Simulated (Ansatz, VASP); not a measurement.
# Two plane-wave programs on GaAs

```
Ga As
1.0
     0.00000    2.82685    2.82685
     2.82685    0.00000    2.82685
     2.82685    2.82685    0.00000
Ga As
1 1
Direct
  0.00000 0.00000 0.00000
  0.75000 0.75000 0.75000
```

Alike in both runs: task relaxation of cell and atoms; functional PBE; dispersion D3(BJ); k mesh 12 × 12 × 12; occupations gaussian, width 0.02 eV; no spin polarisation.

```csv
,VASP,Ansatz
version,VASP 6.6.1,Ansatz 0.2.0
potentials or method,"VASP PAW PBE potentials, release 64 (Ga_d, As)","scalar-relativistic, plane waves, PAW"
plane-wave cutoff (eV),600,420
valence electrons in the cell,18,28
```

|  | VASP | Ansatz | Ansatz less VASP |
| --- | --- | --- | --- |
| gap on the k mesh at the Fermi level, each at its own relaxed structure (eV) | 0.41 | 0.43 | +0.016 |
| relaxed volume (Å³/atom) | 22.92 | 22.85 | -0.062 |
| relaxed cell length with the largest relative difference (Å) | 4.017 | 4.013 | -0.0036 |

The two sets of potentials don't hold the same shells in valence.

Zero-point motion and thermal expansion aren't in these numbers.
